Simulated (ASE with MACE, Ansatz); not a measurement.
# HO:Si(100)-2x1 and SnCl4: energies of the steps

Which steps of the reaction of SnCl4 with HO:Si(100)-2x1 release energy, and how far does that hang on the level of theory?

Calculated with Ansatz 0.2.0: Kohn-Sham DFT, PBE+D3(BJ), PAW (set soft_2), plane waves; cutoff 420 eV, fermi-dirac smearing of 0.025 eV (for the slabs). Every cell is relaxed with this functional, then solved at fixed geometry with r2SCAN+D4, PBE, RPBE+D3(BJ) and HSE06+D3(BJ). Cutoffs: 420 eV for PBE+D3(BJ), PBE, RPBE+D3(BJ) and HSE06+D3(BJ); 500 eV for r2SCAN+D4.

**The cells**

The cell holds 108 atoms: 60 Si, 36 H and 12 O. Cell: a = 15.472 Å, b = 11.604 Å, c = 24.448 Å, α = 90.0°, β = 90.0°, γ = 90.0°. It derives from Si (HO:Si(100)-2x1). The starting structure: Diamond Si(100), 4 x 3 surface cells, five layers, dimers with one OH on each atom, bottom capped by H (lattice constants typed as starting values near PBE's), about 15 Å of vacuum, lower atoms held. Vacuum lies along c. 48 atoms are held.

- SnCl4 on HO:Si(100)-2x1: one whole molecule of SnCl4 lowered over an O-H group, eased by MACE.
- SnCl4 after losing HCl on HO:Si(100)-2x1: the H of one O-H group replaced by the Sn fragment of SnCl4 less one ligand, eased by MACE.
- SnCl4 fragment with one ligand changed to OH on HO:Si(100)-2x1: the bound fragment with one more ligand replaced by OH, eased by MACE.

Molecules sit alone in boxes of 12 to 15 Å, at Γ at every level, with a smearing of 0.01 eV.

The input of the single point on the relaxed bare surface:

```yaml
crystal:
  lattice:
    - [15.4715, 0.0, 0.0]
    - [0.0, 11.60362, 0.0]
    - [0.0, 0.0, 24.4476]
  atoms:
    - { symbol: Si, position: [0.0, 0.0, 0.07586] }
    - { symbol: Si, position: [0.125, 0.0, 0.13179] }
    - { symbol: Si, position: [0.125, 0.16658, 0.18407] }
    - { symbol: Si, position: [0.00397, 0.16646, 0.24182] }
    [... 102 atom lines left out ...]
    - { symbol: O, position: [0.74143, 0.65713, 0.35494] }
    - { symbol: H, position: [0.7448, 0.73034, 0.37409] }
kpoints:
  mp_grid: { grid: [1, 1, 1] }
hamiltonian:
  xc: pbe
  dispersion: d3bj
scf:
  occupations: { method: fermi_dirac, width: 0.025 }
output:
  forces: true
  populations: true
  dos:
    method: { smearing: { sigma: 0.08 } }
    de: 0.1
    projected: { site_lists: { H: [H], O: [O], Si: [Si] } }
  eigenvalues: true
  write_density: true
  write_potential: true
  volumetric_format: npy
```

| cell | formula | k-mesh | relaxation steps | gain on relaxing (eV) | free energy, PBE+D3(BJ) (eV) | Kohn-Sham gap (eV) | time of its runs on this page |
| --- | --- | --- | --- | --- | --- | --- | --- |
| HO:Si(100)-2x1 | Si60H36O12 | 1×1×1 | 18 | 1.01 | -45538.763 | 1.07 | 16 min |
| SnCl4 on HO:Si(100)-2x1 | Si60SnH36Cl4O12 | 1×1×1 | 28 | 1.46 | -55886.740 | 0.84 | 22 min |
| SnCl4 after losing HCl on HO:Si(100)-2x1 | Si60SnH35Cl3O12 | 1×1×1 | 27 | 1.10 | -54789.497 | 0.72 | 21 min |
| SnCl4 fragment with one ligand changed to OH on HO:Si(100)-2x1 | Si60SnH36Cl2O13 | 1×1×1 | 27 | 1.19 | -54292.100 | 0.94 | 22 min |
| H2O | H2O | 1×1×1 | 4 | 0.15 | -599.231 | 6.23 | 24 s |
| HCl | HCl | 1×1×1 | 4 | 0.03 | -1096.239 | 6.80 | 24 s |
| SnCl4 | SnCl4 | 1×1×1 | 3 | 0.01 | -10347.067 | 3.95 | 48 s |

The gap is that between the highest filled and lowest empty Kohn-Sham level; a dash marks none computed or no clear gap. Times come from shared hosts and are rough.

**Reaction energies**

Products less reactants, from the free energies above and their like at the other levels, in eV; negative values release energy:

| change | PBE+D3(BJ) | r2SCAN+D4 | PBE | RPBE+D3(BJ) | HSE06+D3(BJ) |
| --- | --- | --- | --- | --- | --- |
| adsorption of SnCl4 | -0.91 | -0.88 | -0.23 | -1.07 | -0.95 |
| ligand exchange: surface + SnCl4 → bound fragment + HCl | 0.09 | 0.13 | 0.50 | 0.19 | 0.06 |
| co-reactant step: bound fragment + H2O → OH + HCl | 0.39 | 0.34 | 0.37 | 0.39 | 0.48 |

Worked for the first row at PBE+D3(BJ): (-55886.740) − (-45538.763) − (-10347.067) = -0.910 eV (from unrounded energies).

**What the relaxations did**

Bonds are pairs closer than 1.18 times the sum of covalent radii, pairs of two metal atoms left out; a bond counts as made or broken only if it crosses from under that bound to over 1.3 times, or back. All concern the added atoms.

| cell | bonds to the surface at the end | nearest contact (Å) | made in DFT | broken in DFT | largest move (Å) |
| --- | --- | --- | --- | --- | --- |
| SnCl4 on HO:Si(100)-2x1 | 1 O–Sn | Cl–H 2.25 | 1 O–Sn | none | 2.45 |
| SnCl4 after losing HCl on HO:Si(100)-2x1 | 1 O–Sn | Sn–O 1.95 | none | none | 1.79 |
| SnCl4 fragment with one ligand changed to OH on HO:Si(100)-2x1 | 2 O–Sn | O–H 1.82 | 1 O–Sn | none | 1.47 |

**Findings**

Row 1 releases 0.91 eV at PBE+D3(BJ). The molecule stays whole and bonds to the surface (its most stretched bond, Cl–Sn, goes from 2.32 Å in the gas to 2.39 Å). A surface atom stands 2.2 Å from its place in the starting slab, so the energy holds a rearrangement of the surface too. At the same geometries the levels give -1.07 (RPBE+D3(BJ)) to -0.23 eV (PBE) and the D3 term supplies -0.68 eV of it. Row 2 costs 0.09 eV at PBE+D3(BJ). At the same geometries the levels give 0.06 (HSE06+D3(BJ)) to 0.50 eV (PBE) and the D3 term supplies -0.41 eV of it. Row 3 costs 0.39 eV at PBE+D3(BJ). At the same geometries the levels give 0.34 (r2SCAN+D4) to 0.48 eV (HSE06+D3(BJ)) and the D3 term supplies +0.02 eV of it. Counted from the adsorbed state, the exchange costs 1.00 eV, with the by-product taken away as gas.

Limits: These are static energies with no barriers, zero-point energy or heat. Where a gas molecule is taken up, its entropy is lost, which at room temperature and above is worth several tenths of an eV to over 1 eV a molecule and isn't counted. All slabs, the starting one too, were first eased by a machine-learned potential, and one starting arrangement a cell was relaxed; others may lie lower. Only one face is changed, and the cells carry no dipole correction. Levels with D3 or D4 differ in the size of their dispersion terms as well as in the functional. In some runs the program notes that positions were snapped to a detected symmetry and the exchange-correlation potential is rough where the density is thin.

[Logs are printed without paths, hosts, clocks, repeated set-up lines and the standing remarks that a program may print on its own settings, such as how far it seeks lower states.]

[Hosts, paths, dates, database ids (printed as entryN), source tags and the programs' standing remarks are cut or masked in the printed files.]
